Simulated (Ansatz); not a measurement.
**ZrS2: band gap under strain**

Aim: follow the gap of ZrS2 built on the CdI2 prototype through these states: +2.0 % equal strain in all directions; +3.0 % equal strain in all directions; +4.0 % equal strain in all directions. The table at the end shows which levels were run.

Code: Ansatz 0.2.0. PAW datasets, plane waves. Computed at 0 K without zero-point motion; spin polarisation is off.

**1. The cell**

The unstrained cell was relaxed with r2SCAN+rVV10; in each strained cell the atoms were relaxed again with r2SCAN+rVV10. Names of k-points are those of the unstrained zone, where strain can split equivalent points. First state: +2.0 % equal strain in all directions.

It is trigonal, P-3m1 (No. 164); a = 3.748 Å, c = 5.974 Å in the conventional setting, 24.22 Å³ an atom. Zr has 6 S at 2.58 Å; S has 3 Zr at 2.58 Å.

Coordinates:

```cif
data_structure
_symmetry_space_group_name_H-M 'P-3m1'
_symmetry_Int_Tables_number 164
_cell_length_a 3.7479
_cell_length_b 3.7479
_cell_length_c 5.9740
_cell_angle_alpha 90.000
_cell_angle_beta 90.000
_cell_angle_gamma 120.000
_cell_volume 72.67
loop_
_atom_site_label
_atom_site_type_symbol
_atom_site_symmetry_multiplicity
_atom_site_Wyckoff_symbol
_atom_site_fract_x
_atom_site_fract_y
_atom_site_fract_z
_atom_site_occupancy
Zr1 Zr 1 a 0.00000 0.00000 0.00000 1
S1 S 2 d 0.33333 0.66667 0.23631 1
```

From earlier runs on the unstrained cell: PBE 0.88 eV, r2SCAN 1.19 eV, HSE06 1.67 eV, r2SCAN+SOC 1.18 eV, G0W0 1.76 eV (on its mesh); a = 3.674 Å, c = 5.857 Å.

**2. +2.0 % equal strain in all directions: PBE**

input.yaml reads:

```yaml
crystal:
  lattice:
    - [3.7478870667, 0.0, 0.0]
    - [-1.8739435333, 3.2457654103, 0.0]
    - [0.0, 0.0, 5.9739933996]
  atoms:
    - { symbol: Zr, position: [0.0, 0.0, 0.0] }
    - { symbol: S, position: [0.3333333333, 0.6666666667, 0.2363139764] }
    - { symbol: S, position: [0.6666666667, 0.3333333333, 0.7636860236] }
kpoints:
  mp_grid: { grid: [12, 12, 4] }
  band_path:
    path:
      - [0.0, 0.0, 0.0]
      - [0.5, 0.0, 0.0]
      - [0.3333333333, 0.3333333333, 0.0]
      - [0.0, 0.0, 0.5]
      - [0.5, 0.0, 0.5]
      - [0.3333333333, 0.3333333333, 0.5]
      - [-0.125, 0.0625, 0.0]
      - [0.0, 0.5, 0.5]
    npoints: 1
hamiltonian:
  xc: pbe
scf:
  occupations: { method: fermi_dirac, width: 0.02 }
  n_extra_bands: 4
output:
  forces: true
  stress: true
  eigenvalues: true
  write_density: true
  write_potential: true
  elf: true
  volumetric_format: npy
```

On the command line:

```sh
ansatz run input.yaml --threads 2 --pin off --max-ram 20275MiB --backend cpu --events-out ev --progress --plain --runs-dir out
```

The runs that follow: +2.0 % equal strain in all directions: r2SCAN; +2.0 % equal strain in all directions: HSE06; +2.0 % equal strain in all directions: r2SCAN+SOC; +2.0 % equal strain in all directions: r2SCAN; +2.0 % equal strain in all directions: G0W0@PBE; +3.0 % equal strain in all directions: PBE; +3.0 % equal strain in all directions: r2SCAN; +3.0 % equal strain in all directions: HSE06; +3.0 % equal strain in all directions: r2SCAN+SOC; +3.0 % equal strain in all directions: r2SCAN; +3.0 % equal strain in all directions: G0W0@PBE; +4.0 % equal strain in all directions: PBE; +4.0 % equal strain in all directions: r2SCAN; +4.0 % equal strain in all directions: HSE06; +4.0 % equal strain in all directions: r2SCAN+SOC; +4.0 % equal strain in all directions: r2SCAN; +4.0 % equal strain in all directions: G0W0@PBE.

**Question.** What will these runs give?

As calculated:

Least gap in eV (negative: overlap), with the change from the unstrained cell in brackets. G0W0 is on its own coarse mesh.

```
                                state  volume change (%)           PBE        r2SCAN         HSE06          G0W0
+2.0 % equal strain in all directions               +6.1  1.08 (+0.20)  1.41 (+0.22)  1.89 (+0.22)  2.04 (+0.28)
+3.0 % equal strain in all directions               +9.3  1.16 (+0.28)  1.50 (+0.31)  1.99 (+0.32)  2.15 (+0.39)
+4.0 % equal strain in all directions              +12.5  1.23 (+0.35)  1.57 (+0.38)  2.07 (+0.40)  2.23 (+0.47)
```

With HSE06, of the states in the table +4.0 % equal strain in all directions shifts the gap most, by +0.403 eV. PBE and HSE06 differ by 0.79 eV on the unstrained gap, and by at most 0.05 eV on its change: PBE follows the response to strain far better than the gap itself. G0W0 here is at a finite number of bands, screening cutoff and k mesh, not at the basis limit.
